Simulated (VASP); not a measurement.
A run of VASP 6.6.1 is set up as follows.

INCAR

```
SYSTEM = PtS2
  PREC = Accurate
  ENCUT = 520
  EDIFF = 1E-8
  ISMEAR = -1
  SIGMA = 0.05
  LREAL = .False.
  LASPH = .True.
  NELM = 80
  ALGO = Normal
  ISIF = 2
  LWAVE = .False.
  LCHARG = .False.
  GGA = PS
  LEPSILON = .True.
  IBRION = 8
```

Contents of KPOINTS:

```
Automatic mesh
0
Gamma
  9 9 5
  0 0 0
```

File POSCAR:

```
PtS2
1.0
    3.5432000000      0.0000000000      0.0000000000
   -1.7716000000      3.0685012107      0.0000000000
    0.0000000000      0.0000000000      5.0388000000
Pt S
1 2
Direct
    0.0000000000      0.0000000000      0.0000000000
    0.6666666667      0.3333333333      0.7730000000
    0.3333333333      0.6666666667      0.2270000000
```

Potentials or basis: VASP PAW PBE potentials, release 64 (Pt, S).

Launch:

```bash
$ cat potpaw_PBE.64/Pt/POTCAR potpaw_PBE.64/S/POTCAR > POTCAR
$ mpirun -np 1 vasp_std > vasp.out
```

(1) Predict the electronic dielectric tensor (diagonal).

(2) What does it give for the Born charges (mean of the diagonal)?

(3) Estimate the highest phonon frequency at Γ, LO-TO splitting left out.

Answers

(1) 18.87, 18.87, 10.37.

(2) Pt +1.70; S -0.85 e.

(3) 348 cm⁻¹.
